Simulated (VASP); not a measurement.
Set up this calculation in VASP 6.6.1, as the native input.

* Task: single point
* Functional: PBE
* Potentials or basis: VASP PAW PBE potentials, release 64 (Al, N)
* Cutoff: 520 eV
* k mesh: 3 × 3 × 2
* Occupations: gaussian, width 0.02 eV
* Spin: no spin polarisation
* Further INCAR settings: ALGO = Normal; EDIFF = 1e-07; NBANDS = 16

The structure of AlN lies in POSCAR:

```
AlN
1.0
    3.1130000000      0.0000000000      0.0000000000
   -1.5565000000      2.6959370800      0.0000000000
    0.0000000000      0.0000000000      4.9810000000
Al N
2 2
Direct
    0.3333333300      0.6666666700      0.0000000000
    0.6666666700      0.3333333300      0.5000000000
    0.3333333300      0.6666666700      0.3800000000
    0.6666666700      0.3333333300      0.8800000000
```

One way to write it, as run:

INCAR

```
SYSTEM = AlN
ALGO = Normal ; EDIFF = 1E-7
ENCUT = 520 ; GGA = PE
ISIF = 2 ; ISMEAR = 0
LASPH = .True. ; LCHARG = .False.
LREAL = .False. ; LWAVE = .False.
NBANDS = 16 ; NELM = 80
PREC = Accurate ; SIGMA = 0.02
```

KPOINTS

```
k-points
0
Gamma
  3 3 2
  0 0 0
```

Potentials or basis: VASP PAW PBE potentials, release 64 (Al, N).

The run is started by

```console
$ cat potpaw_PBE.64/Al/POTCAR potpaw_PBE.64/N/POTCAR > POTCAR
$ mpirun -np 1 vasp_std > vasp.out
```

It gave:

- Pressure: 3.5 GPa
- Largest force: 0.199 eV/Å
- Band gap on the k mesh: 4.21 eV, direct

Caveat: the k mesh is coarse (spacing up to 0.78 Å⁻¹), so the values aren't converged.

Wall time 4 s on 1 thread of AMD EPYC 9R14 (Zen 4), with other jobs on the host, peak memory 0.12 GiB.
